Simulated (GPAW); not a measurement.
ZnS: single point with PBE

**The experiment to reproduce.**

From “Electronic, vibrational, and thermodynamic properties of ZnS (zincblende and rocksalt structure)”, 2009, arxiv:0911.5022, for a bulk crystal of ZnS at 19 K: band gap 3.85 eV (direct).

Crystal: ZnS.

```
CELL_PARAMETERS angstrom
0.00000 2.70200 2.70200
2.70200 0.00000 2.70200
2.70200 2.70200 0.00000
ATOMIC_POSITIONS crystal
Zn 0.75000 0.75000 0.75000
S 0.00000 0.00000 0.00000
```

```
Program             : GPAW 26.7.0
Task                : single point
Functional          : PBE
Potentials or basis : GPAW PAW data sets (gpaw-data 1.2.1)
Cutoff              : 600 eV
Basis               : pw
k mesh              : 9 × 9 × 9
Occupations         : gaussian, width 0.029 eV
Spin                : no spin polarisation
```

- Pressure: 1.6 GPa
- Band gap on the k mesh: 2.10 eV, direct

Levels at points of the mesh, in eV from the valence-band top:
```tsv
k point	band 5	band 6	band 7	band 8	band 9	band 10	band 11	band 12	band 13	band 14
(0.00, 0.00, 0.00)	-5.82	-5.82	0.00	0.00	0.00	2.10	6.37	6.37	6.37	11.62
```

It took 16 s on 1 thread of Arm Neoverse V2, with other jobs on the host, peak memory 0.16 GiB.

Measured gap of ZnS: 3.85 eV (direct; 19 K; quoted in “Electronic, vibrational, and thermodynamic properties of ZnS (zincblende and rocksalt structure)”, 2009, arxiv:0911.5022). This calculation gives 2.10 eV (-1.75 eV). The value is that of PBE, without temperature or zero-point motion. Semilocal functionals fall short of measured gaps as a rule.
